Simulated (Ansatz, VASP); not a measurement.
Two plane-wave programs on HfO2

```
Hf O
1.0
     5.09611    0.00000   -0.01291
     0.00000    5.17657    0.00000
    -0.86817    0.00000    5.19970
Hf O
4 8
Direct
  0.27713 0.04298 0.20817
  0.72287 0.54298 0.29183
  0.72287 0.95702 0.79183
  0.27713 0.45702 0.70817
  0.44718 0.75815 0.47994
  0.55282 0.25815 0.02006
  0.55282 0.24185 0.52006
  0.44718 0.74185 0.97994
  0.07108 0.33704 0.34114
  0.92892 0.83704 0.15886
  0.92892 0.66296 0.65886
  0.07108 0.16296 0.84114
```

Alike in both runs: functional PBEsol; k mesh 6 × 6 × 6; occupations gaussian, width 0.02 eV; no spin polarisation.

Ansatz relaxed the structure, and its values are those at the end. VASP's run is a single point on that final structure, the one shown.

|  | VASP | Ansatz |
| --- | --- | --- |
| version | VASP 6.6.1 | Ansatz 0.2.0 |
| potentials or method | VASP PAW PBE potentials, release 64 (Hf_pv, O) | scalar-relativistic, plane waves, PAW |
| plane-wave cutoff (eV) | 520 | 420 |
| valence electrons in the cell | 88 | 152 |

|  | VASP | Ansatz | Ansatz less VASP |
| --- | --- | --- | --- |
| gap on the k mesh at the Fermi level (eV) | 3.93 | 3.97 | +0.036 |
| least direct gap on the mesh (eV) | 4.03 | 4.07 | +0.039 |
| pressure (GPa) | -3.0 | 0.0 | +3.04 |
| rms of the force components (eV/Å) | 0.031 | 0.001 | -0.0304 |

The two sets of potentials don't hold the same shells in valence.

Caveats: the PAW data sets were made with another functional, which shifts forces and pressure a little (VASP); spin-orbit coupling is left out, which moves the levels of the heavy elements. A k mesh can miss the band edges.
